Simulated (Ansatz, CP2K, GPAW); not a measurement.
**In: programs and potentials compared**

```
In
1.0
     3.37691    0.00000    0.00000
     0.24723    3.36784    0.00000
    -1.81207   -1.68392    2.29876
In
1
Direct
  0.00000 0.00000 0.00000
```

Alike in all runs: task single point; functional LDA; k mesh 11 × 11 × 11; occupations gaussian, width 0.05 eV; no spin polarisation; no spin-orbit coupling. LDA stands for any of its common fits. Pressure is positive in compression and, in plane waves, holds the error of the finite cutoff.

```tsv
program and potentials	plane-wave cutoff (eV)	notes	pressure (GPa)
GPAW, the program's PAW data sets (release 1.2.1) made for this functional	600	-	-2.89
Ansatz, all-electron LAPW, scalar-relativistic	-	-	?
CP2K, GTH_POTENTIALS In GTH-PADE-q13; TZVP-MOLOPT-PBE-GTH basis	-	atomic basis	-2.29
```

Problem. Estimate from the other rows what the run with Ansatz, all-electron LAPW, scalar-relativistic gave.

Solution. Pressure -2.56 GPa. The other rows, which needn't bracket it: pressure -2.89 to -2.29.
